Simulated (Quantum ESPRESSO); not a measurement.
MgS (Niningerite) under changes of volume

One of the cells (17.609 Å³/atom); the others are scaled copies at fixed shape and fractional positions:

```
CELL_PARAMETERS angstrom
0.00000 2.60165 2.60165
2.60165 0.00000 2.60165
2.60165 2.60165 0.00000
ATOMIC_POSITIONS crystal
S 0.50000 0.50000 0.50000
Mg 0.00000 0.00000 0.00000
```

| Item | Value |
| --- | --- |
| Program | Quantum ESPRESSO 7.5 |
| Functional | LDA |
| Potentials or basis | GBRV 1.5 LDA |
| Cutoff | 612 eV |
| Density cutoff | 4898 eV |
| k mesh | 9 × 9 × 9 |
| Occupations | fermi-dirac, width 0.05 eV |
| Spin | no spin polarisation |

```tsv
volume (Å³/atom)	energy over the lowest point (meV/atom)	pressure (GPa)	gap on the mesh (eV)
16.553	?	?	?
16.905	0.00	-0.3	2.78
17.257	2.24	-1.9	2.73
17.609	7.87	-3.4	2.69
17.962	16.56	-4.7	2.65
18.314	28.02	-5.9	2.61
18.666	41.90	-6.9	2.57
```

Problem. What does the run at 16.553 Å³/atom give?

Solution. Energy over the lowest point 1.57 meV/atom; pressure 1.5 GPa; gap on the mesh 2.82 eV.

Worked out: A Birch-Murnaghan fit of order 3 (a polynomial in V^(-2/3)) to the other rows has its minimum at 16.87 Å³/atom, just outside them, with B0 = V·E''(V) = 83 GPa and B' = 4.1. It gives 1.54 meV/atom at 16.553 Å³/atom, against the run's 1.57, and -dE/dV = 1.6 GPa, against 1.5. A straight line through the other rows of the gap, of slope -2.09 eV per unit of ln V, extrapolates to 2.82 eV, against the run's 2.82.

Energies are extrapolated to zero smearing.

Caveats: an odd mesh through Γ misses points on the zone boundary, where band edges often lie.
